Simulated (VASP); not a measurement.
# WSe2 (P6_3/mmc) in VASP: further runs

One crystal, WSe2, is run at these levels: PBE, PBEsol, PBE+D3(BJ); tasks: relaxation of cell and atoms.

Everything below comes from runs of VASP 6.6.1. Logs are shortened: lines on timing, memory, paths and dates and some standing lists are left out, and cuts for length are marked.

## (1) Starting point

The structure is hexagonal, space group P6_3/mmc (No. 194). The conventional cell has a = 3.290 Å, b = 3.290 Å, c = 12.970 Å, α = 90.00°, β = 90.00°, γ = 120.00°. Around W (site symmetry -6m2) lie 6 Se at 2.53 Å. Around Se (site symmetry 3m) lie 3 W at 2.53 Å.

## (2) Relaxation of cell and atoms, PBE

Contents of INCAR:

```
SYSTEM = WSe2
  PREC = Accurate
  ENCUT = 300
  EDIFF = 1E-6
  ISMEAR = 0
  SIGMA = 0.03
  LREAL = .False.
  LASPH = .True.
  NELM = 80
  ALGO = Normal
  ISIF = 3
  LWAVE = .False.
  LCHARG = .False.
  GGA = PE
  IBRION = 2
  NSW = 90
  EDIFFG = -0.01
  KPAR = 2
```

Contents of KPOINTS:

```
Automatic mesh
0
Gamma
  5 5 1
  0 0 0
```

Contents of POSCAR:

```
WSe2
1.0
    3.2900000000      0.0000000000      0.0000000000
   -1.6450000000      2.8492235785      0.0000000000
    0.0000000000      0.0000000000     12.9700000000
W Se
2 4
Direct
    0.3333333333      0.6666666667      0.2500000000
    0.6666666667      0.3333333333      0.7500000000
    0.3333333333      0.6666666667      0.6210000000
    0.6666666667      0.3333333333      0.1210000000
    0.3333333333      0.6666666667      0.8790000000
    0.6666666667      0.3333333333      0.3790000000
```

Potentials or basis: VASP PAW PBE potentials, release 64 (W, Se).

Command:

```console
$ cat potpaw_PBE.64/W/POTCAR potpaw_PBE.64/Se/POTCAR > POTCAR
$ mpirun -np 2 vasp_std > vasp.out
```

OUTCAR:

```text
SYSTEM = WSe2
   PREC = Accurate
   ENCUT = 300
   EDIFF = 1E-6
   ISMEAR = 0
   LREAL = .False.
   LASPH = .True.
   NELM = 80
   ISIF = 3
   GGA = PE
   IBRION = 2
   NSW = 90
   EDIFFG = -0.01

 ion  position               nearest neighbor table
   1  0.333  0.667  0.250-   4 2.53   6 2.53   4 2.53   6 2.53   4 2.53   6 2.53
   2  0.667  0.333  0.750-   3 2.53   5 2.53   3 2.53   5 2.53   3 2.53   5 2.53
   3  0.333  0.667  0.621-   2 2.53   2 2.53   2 2.53
   4  0.667  0.333  0.121-   1 2.53   1 2.53   1 2.53
   5  0.333  0.667  0.879-   2 2.53   2 2.53   2 2.53
   6  0.667  0.333  0.379-   1 2.53   1 2.53   1 2.53

  LATTYP: Found a hexagonal cell.
 ALAT       =     3.2900000000
 C/A-ratio  =     3.9422492401

  Lattice vectors:

 A1 = (   3.2900000000,   0.0000000000,   0.0000000000)
 A2 = (  -1.6450000000,   2.8492235785,   0.0000000000)
 A3 = (   0.0000000000,   0.0000000000,  12.9700000000)

Analysis of symmetry for initial positions (statically):
=====================================================================
 Subroutine PRICEL returns:
 Original cell was already a primitive cell.

 Routine SETGRP: Setting up the symmetry group for a
 hexagonal supercell.

 Subroutine GETGRP returns: Found 24 space group operations
 (whereof 12 operations were pure point group operations)
 out of a pool of 24 trial point group operations.

The static configuration has the point symmetry D_3d.
 The point group associated with its full space group is D_6h.

Analysis of symmetry for dynamics (positions and initial velocities):
=====================================================================
 Subroutine PRICEL returns:
 Original cell was already a primitive cell.

 Routine SETGRP: Setting up the symmetry group for a
 hexagonal supercell.

 Subroutine GETGRP returns: Found 24 space group operations
 (whereof 12 operations were pure point group operations)
 out of a pool of 24 trial point group operations.

The dynamic configuration has the point symmetry D_3d.
 The point group associated with its full space group is D_6h.

 Subroutine INISYM returns: Found 24 space group operations
 (whereof 12 operations are pure point group operations),
 and found     1 'primitive' translations

----------------------------------------------------------------------------------------

                                     Primitive cell

  volume of cell :     121.5801

  direct lattice vectors                    reciprocal lattice vectors
     3.290000000  0.000000000  0.000000000     0.303951368  0.175486404  0.000000000
    -1.645000000  2.849223579  0.000000000     0.000000000  0.350972808  0.000000000
     0.000000000  0.000000000 12.970000000     0.000000000  0.000000000  0.077101002

  length of vectors
     3.290000000  3.290000000 12.970000000     0.350972808  0.350972808  0.077101002

  position of ions in fractional coordinates (direct lattice)
     0.333333333  0.666666667  0.250000000
     0.666666667  0.333333333  0.750000000
     0.333333333  0.666666667  0.621000000
     0.666666667  0.333333333  0.121000000
     0.333333333  0.666666667  0.879000000
     0.666666667  0.333333333  0.379000000

  ion indices of the primitive-cell ions
   primitive index   ion index
                 1           1
                 2           2
                 3           3
                 4           4
                 5           5
                 6           6

----------------------------------------------------------------------------------------

 KPOINTS: Automatic mesh

Automatic generation of k-mesh.
 Grid dimensions read from file:
 generate k-points for:    5    5    1

 Generating k-lattice:

  Cartesian coordinates                     Fractional coordinates (reciprocal lattice)
     0.060790274  0.035097281  0.000000000     0.200000000  0.000000000  0.000000000
     0.000000000  0.070194562  0.000000000     0.000000000  0.200000000  0.000000000
     0.000000000  0.000000000  0.077101002     0.000000000  0.000000000  1.000000000

  Length of vectors
     0.070194562  0.070194562  0.077101002

  Shift w.r.t. Gamma in fractional coordinates (k-lattice)
     0.000000000  0.000000000  0.000000000

 Subroutine IBZKPT returns following result:
 ===========================================

 Found      5 irreducible k-points:

 Following reciprocal coordinates:
            Coordinates               Weight
  0.000000  0.000000  0.000000      1.000000
  0.200000  0.000000  0.000000      6.000000
  0.400000 -0.000000  0.000000      6.000000
  0.200000  0.200000  0.000000      6.000000
  0.400000  0.200000  0.000000      6.000000
   k-points           NKPTS =      5   k-points in BZ     NKDIM =      5   number of bands    NBANDS=     22
   number of dos      NEDOS =    301   number of ions     NIONS =      6
   total plane-waves  NPLWV =  32000
   dimension x,y,z NGX =    20 NGY =   20 NGZ =   80
   dimension x,y,z NGXF=    40 NGYF=   40 NGZF=  160
   ions per type =               2   4
   NGX,Y,Z   is equivalent  to a cutoff of  10.11, 10.11, 10.25 a.u.
   NGXF,Y,Z  is equivalent  to a cutoff of  20.21, 20.21, 20.51 a.u.
 SYSTEM =  WSe2
   PREC   = accura    normal or accurate (medium, high low for compatibility)
   ISTART =      0    job   : 0-new  1-cont  2-samecut
   ICHARG =      2    charge: 1-file 2-atom 10-const
   ISPIN  =      1    spin polarized calculation?
   LNONCOLLINEAR =      F non collinear calculations
   LSORBIT =      F    spin-orbit coupling
   LASPH  =      T    aspherical Exc in radial PAW
   ENCUT  =  300.0 eV  22.05 Ry    4.70 a.u.   4.65  4.65 18.32*2*pi/ulx,y,z
   NELM   =     80;   NELMIN=  2; NELMDL= -5     # of ELM steps
   EDIFF  = 0.1E-05   stopping-criterion for ELM
   LREAL  =      F    real-space projection
   EDIFFG = -.1E-01   stopping-criterion for IOM
   NSW    =     90    number of steps for IOM
   IBRION =      2    ionic relax: 0-MD 1-quasi-New 2-CG
   NFREE  =      1    steps in history (QN), initial steepest desc. (CG)
   ISIF   =      3    stress and relaxation
   ISYM   =      2    0-nonsym 1-usesym 2-fastsym
   POTIM  = 0.5000    time-step for ionic-motion
   TEBEG  =    0.0;   TEEND  =   0.0 temperature during run
   PSTRESS=    0.0 pullay stress
   NELECT =      36.0000    total number of electrons
   NUPDOWN=      -1.0000    fix difference up-down
   EMIN   =  10.00;   EMAX   =-10.00  energy-range for DOS
   EFERMI =   0.00;   METHOD = LEGACY
   ISMEAR =     0;   SIGMA  =   0.03  broadening in eV -4-tet -1-fermi 0-gaus
   EFERMI_NEDOS =   21; number of points for ismear=-14 and -15
   IALGO  =     38    algorithm
   IMIX   =      4    mixing-type and parameters
     AMIX     =   0.40;   BMIX     =  1.00
     AMIX_MAG =   1.60;   BMIX_MAG =  1.00
  volume/ion in A,a.u.               =      20.26       136.74
  Fermi-wavevector in a.u.,A,eV,Ry     =   1.091159  2.061992 16.199489  1.190629
  Thomas-Fermi vector in A             =   2.227399
   LORBIT       =      0    0 simple, 1 ext, 2 COOP (PROOUT), +10 PAW based schemes
   GGA     = PE    functional components
   LHFCALC =     F    Hartree Fock is set to
   AEXX    =    0.0000 exact exchange contribution
   IVDW    =     0    specifies the selected vdW correction
   LEPSILON=     F    determine dielectric tensor
   LRPA    =     F    only Hartree local field effects (RPA)
 conjugate gradient relaxation of ions
 non-spin polarized calculation
 Gauss-broadening in eV      SIGMA  =   0.03
  energy-cutoff  :      300.00
  volume of cell :      121.58
 maximum number of plane-waves:      1449
 NGX is ok and might be reduce to    20
   NGX =  9   NGY =  9   NGZ = 37

--------------------------------------- Ionic step        1  -------------------------------------------

 number of electron      36.0000007 magnetization

 Free energy of the ion-electron system (eV)
  ---------------------------------------------------
  ext. energy  EPLUGINS =         0.00000000
  ---------------------------------------------------
  free energy    TOTEN  =       -43.18252642 eV

  energy without entropy =      -43.18252642  energy(sigma->0) =      -43.18252642

------------------------ aborting loop because EDIFF is reached ----------------------------------------

  FORCE on cell =-STRESS in cart. coord.  units (eV):
  Direction    XX          YY          ZZ          XY          YZ          ZX
  --------------------------------------------------------------------------------------
  -------------------------------------------------------------------------------------
  Total        2.1174252      2.1174252      3.1436294     -0.0000000      0.0000000      0.0000000
  in kB       27.9033444     27.9033444     41.4266217     -0.0000000      0.0000000      0.0000000
  external PRESSURE =      32.4111035 kB  Pullay stress =       0.0000000 kB
[... 101 lines left out ...]
  FREE ENERGIE OF THE ION-ELECTRON SYSTEM (eV)
  ---------------------------------------------------
  free  energy   TOTEN  =       -43.2089594608 eV

  energy  without entropy=      -43.2089594608  energy(sigma->0) =      -43.20895946

 E-fermi :   4.5550     XC(G=0): -10.1694

 val. band max:        4.3917445950   @ k =   0.0000   0.0000   0.0000
 cond. band min:       5.6834318552   @ k =   0.2000   0.2000   0.0000
 fundamental gap:      1.2916872602
 Fermi energy:         4.5550484949

 k-point     1 :       0.0000    0.0000    0.0000
  band No.  band energies     occupation
      1     -10.4662      2.00000
      2     -10.3533      2.00000
      3      -9.3339      2.00000
      4      -9.1430      2.00000
      5      -2.1812      2.00000
      6      -1.5386      2.00000
[... 99 lines left out ...]
      6      -1.3967      2.00000
[... 14 lines left out ...]
     21       7.0781      0.00000
     22       7.3853      0.00000

 E-fermi :   4.3995     XC(G=0): -10.0710

 val. band max:        4.2226803072   @ k =   0.0000   0.0000   0.0000
 cond. band min:       5.5582974207   @ k =   0.2000   0.2000   0.0000
 fundamental gap:      1.3356171135
 Fermi energy:         4.3994536701

 k-point     1 :       0.0000    0.0000    0.0000
  band No.  band energies     occupation
      1     -10.5720      2.00000
      2     -10.4757      2.00000
      3      -9.4410      2.00000
      4      -9.2777      2.00000
      5      -2.2643      2.00000
      6      -1.6886      2.00000
[... 99 lines left out ...]
      6      -1.5216      2.00000
[... 14 lines left out ...]
     21       6.9602      0.00000
     22       7.2251      0.00000

[... ionic steps 4 to 18 ...]

--------------------------------------- Ionic step       19  -------------------------------------------

 number of electron      35.9999990 magnetization

------------------------ aborting loop because EDIFF is reached ----------------------------------------

  FORCE on cell =-STRESS in cart. coord.  units (eV):
  Direction    XX          YY          ZZ          XY          YZ          ZX
  --------------------------------------------------------------------------------------
  -------------------------------------------------------------------------------------
  Total       -0.1317376     -0.1317376     -0.1224273     -0.0000000      0.0000000     -0.0000000
  in kB       -1.5128786     -1.5128786     -1.4059586     -0.0000000      0.0000000     -0.0000000
  external PRESSURE =      -1.4772386 kB  Pullay stress =       0.0000000 kB
[... 65 lines left out ...]
  energy  without entropy=      -43.3064825729  energy(sigma->0) =      -43.30648257

--------------------------------------- Ionic step       21  -------------------------------------------

 number of electron      35.9999991 magnetization

 Free energy of the ion-electron system (eV)
  ---------------------------------------------------
  ext. energy  EPLUGINS =         0.00000000
  ---------------------------------------------------
  free energy    TOTEN  =       -43.30656157 eV

  energy without entropy =      -43.30656157  energy(sigma->0) =      -43.30656157

 E-fermi :   3.8741     XC(G=0):  -9.7071

 val. band max:        3.6944193530   @ k =   0.0000   0.0000   0.0000
 cond. band min:       5.2073206195   @ k =   0.2000   0.2000   0.0000
 fundamental gap:      1.5129012665
 Fermi energy:         3.8740732589

 k-point     1 :       0.0000    0.0000    0.0000
  band No.  band energies     occupation
      1     -11.0102      2.00000
      2     -10.9642      2.00000
      3      -9.8319      2.00000
      4      -9.7507      2.00000
      5      -2.5913      2.00000
      6      -2.2419      2.00000
[... 147 lines left out ...]
  FREE ENERGIE OF THE ION-ELECTRON SYSTEM (eV)
  ---------------------------------------------------
  free  energy   TOTEN  =       -43.3065615687 eV

  energy  without entropy=      -43.3065615687  energy(sigma->0) =      -43.30656157

 reached required accuracy - stopping structural energy minimisation
```

Run time: 2 min. Hardware: 2 MPI ranks of Intel Xeon Platinum 8488C (Sapphire Rapids), shared host; peak memory 0.16 GiB.

Results:

* Free energy: -43.3066 eV
* Relaxed volume: 23.23 Å³/atom
* Relaxed cell: a = 3.315 Å, b = 3.315 Å, c = 14.647 Å, α = 90.00°, β = 90.00°, γ = 120.00°
* Space group after relaxing (to 0.05 Å): P6_3/mmc (No. 194)
* Energy gained by relaxing: 20.7 meV/atom
* Ionic steps: 21
* Pressure after relaxing: 0.0 GPa
* Band gap on the k mesh: 1.51 eV, indirect (least direct gap 2.21 eV)

Step by step:
```csv
step,energy change (eV),largest force (eV/Å),pressure (GPa),volume (Å³)
1,0.0000,0.0867,3.24,121.58
2,0.0571,0.9661,-4.89,128.93
3,-0.0264,0.3161,0.07,124.16
4,-0.0415,0.2434,-0.02,125.17
5,-0.0660,0.0244,-0.16,128.23
6,-0.0795,0.0438,-0.05,128.70
7,-0.1004,0.0973,0.41,130.04
8,-0.1014,0.1114,0.54,130.36
9,-0.1094,0.1586,-0.08,132.41
10,-0.1140,0.2134,-0.76,134.92
11,-0.1190,0.1129,-0.36,135.53
12,-0.1215,0.0015,0.10,136.20
13,-0.1217,0.0326,0.22,136.38
14,-0.1222,0.0316,0.16,136.85
15,-0.1229,0.0292,0.02,138.00
16,-0.1226,0.0304,-0.23,140.32
17,-0.1230,0.0325,-0.08,138.93
18,-0.1238,0.0008,-0.12,139.29
19,-0.1239,0.0203,-0.15,139.51
20,-0.1240,0.0201,0.16,139.29
21,-0.1240,0.0018,0.02,139.39
```

Final structure:
```
W Se
1.0
     3.31505    0.00000    0.00000
    -1.65752    2.87091    0.00000
     0.00000    0.00000   14.64656
W Se
2 4
Cartesian
  0.0000 1.9139 3.6616
  1.6575 0.9570 10.9849
  0.0000 1.9139 9.3084
  1.6575 0.9570 1.9851
  0.0000 1.9139 12.6615
  1.6575 0.9570 5.3382
```

Levels at points of the mesh, in eV from the valence-band top:
```csv
k point,band 15,band 16,band 17,band 18,band 19,band 20,band 21,band 22
"(0.00, 0.00, 0.00)",-1.21,-1.21,-0.58,0.00,2.93,2.93,2.94,2.94
```

Caveat: the k mesh is coarse (spacing up to 0.48 Å⁻¹), so the values aren't converged; spin-orbit coupling is left out, which moves the levels of the heavy elements; an odd mesh through Γ misses points on the zone boundary, where band edges often lie; this functional lacks dispersion, which binds the layers, so the pressure and a relaxed spacing across them are unreliable; the volume moved by +15 % from the deposited cell, more than functionals usually miss. PBE gaps usually lie below the measured ones, often by a third to a half.

## (3) Relaxation of cell and atoms, PBE

This run uses another cell than the first one, of 23.23 Å³/atom, 1.147 times its volume.

Changes to INCAR since step 2:

```diff
@@ -3,3 +3,3 @@
   ENCUT = 300
-  EDIFF = 1E-6
+  EDIFF = 1E-7
   ISMEAR = 0
@@ -16,3 +16,3 @@
   NSW = 90
-  EDIFFG = -0.01
+  EDIFFG = -0.005
   KPAR = 2
```

KPOINTS is that of step 2.

Contents of POSCAR:

```
WSe2                                    
1.0
    3.3150469430      0.0000000000      0.0000000000
   -1.6575234715      2.8709148674     -0.0000000000
   -0.0000000000     -0.0000000000     14.6465593944
  W               Se            
     2     4
Direct
     0.3333333332999970    0.6666666667000030    0.2500000000000000
     0.6666666667000030    0.3333333332999970    0.7500000000000000
     0.3333333332999970    0.6666666667000030    0.6355330054209933
     0.6666666667000030    0.3333333332999970    0.1355330054209933
     0.3333333332999970    0.6666666667000030    0.8644669945790067
     0.6666666667000030    0.3333333332999970    0.3644669945790068
```

Potentials or basis: VASP PAW PBE potentials, release 64 (W, Se).

Command:

```console
$ cat potpaw_PBE.64/W/POTCAR potpaw_PBE.64/Se/POTCAR > POTCAR
$ mpirun -np 2 vasp_std > vasp.out
```

Wall time 19 s (2 MPI ranks of Intel Xeon Platinum 8488C (Sapphire Rapids), shared host); peak memory 0.16 GiB.

It converged, with:

```yaml
Free_energy: -43.3295 eV
Relaxed_volume: 23.24 Å³/atom
Relaxed_cell: a = 3.315 Å, b = 3.315 Å, c = 14.649 Å, α = 90.00°, β = 90.00°, γ = 120.00°
Space_group_after_relaxing_to_0.05_Å: P6_3/mmc (No. 194)
Energy_gained_by_relaxing: 0.0 meV/atom
Ionic_steps: 3
Pressure_after_relaxing: 0.0 GPa
Largest_force_after_relaxing: 0.004 eV/Å
Band_gap_on_the_k_mesh: 1.51 eV, indirect (least direct gap 2.21 eV)
```

Forces on the atoms (eV/Å):
```
W    0.000  0.000  0.000
W    0.000  0.000  0.000
Se   0.000  0.000  0.004
Se   0.000  0.000  0.004
Se   0.000  0.000 -0.004
Se   0.000  0.000 -0.004
```

Final structure:
```
CELL_PARAMETERS angstrom
3.31504 0.00000 0.00000
-1.65752 2.87090 0.00000
0.00000 0.00000 14.64916
ATOMIC_POSITIONS crystal
W 0.33333 0.66667 0.25000
W 0.66667 0.33333 0.75000
Se 0.33333 0.66667 0.63553
Se 0.66667 0.33333 0.13553
Se 0.33333 0.66667 0.86447
Se 0.66667 0.33333 0.36447
```

Levels at points of the mesh, in eV from the valence-band top:
```tsv
k point	band 15	band 16	band 17	band 18	band 19	band 20	band 21	band 22
(0.00, 0.00, 0.00)	-1.20	-1.20	-0.58	0.00	2.94	2.94	2.95	2.95
```

Caveat: the k mesh is coarse (spacing up to 0.44 Å⁻¹), so the values aren't converged; spin-orbit coupling is left out, which moves the levels of the heavy elements; an odd mesh through Γ misses points on the zone boundary, where band edges often lie; this functional lacks dispersion, which binds the layers, so the pressure and a relaxed spacing across them are unreliable.

(Part 1 of 2 ends here.)
